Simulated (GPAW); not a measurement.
MnS:

```
Mn S
1.0
     0.00000    2.47346    2.47346
     2.47346    0.00000    2.47346
     2.47346    2.47346    0.00000
Mn S
1 1
Direct
  0.00000 0.00000 0.00000
  0.75000 0.75000 0.75000
```

The cell is a database's computed one.

Base run:

| Item | Value |
| --- | --- |
| Program | GPAW 26.7.0 |
| Functional | PBEsol |
| Potentials or basis | PAW data sets generated in the run's folder for this functional |
| Cutoff | 600 eV |
| Basis | pw |
| k mesh | 9 × 9 × 9 |
| Occupations | fermi-dirac, width 0.05 eV |
| Spin | collinear spin, ferromagnetic start |
| Starting moments | [4.0, 0.0] μB |

Its results: pressure -2.3 GPa; net moment 0.22 μB per cell; site moments Mn +0.21; S -0.00 μB.

**Question.** The run is repeated on the same cell with these changes: functional from PBEsol to RPBE; potentials or basis from PAW data sets generated in the run's folder for this functional to the program's PAW data sets (release 1.2.1) made for this functional. What comes out?

**Answer.** Pressure 7.8 GPa; net moment 0.20 μB per cell; site moments Mn +0.19; S -0.00 μB.

Caveats: the moment fell far below its start of 4 μB, so a state of higher moment may lie lower in energy.
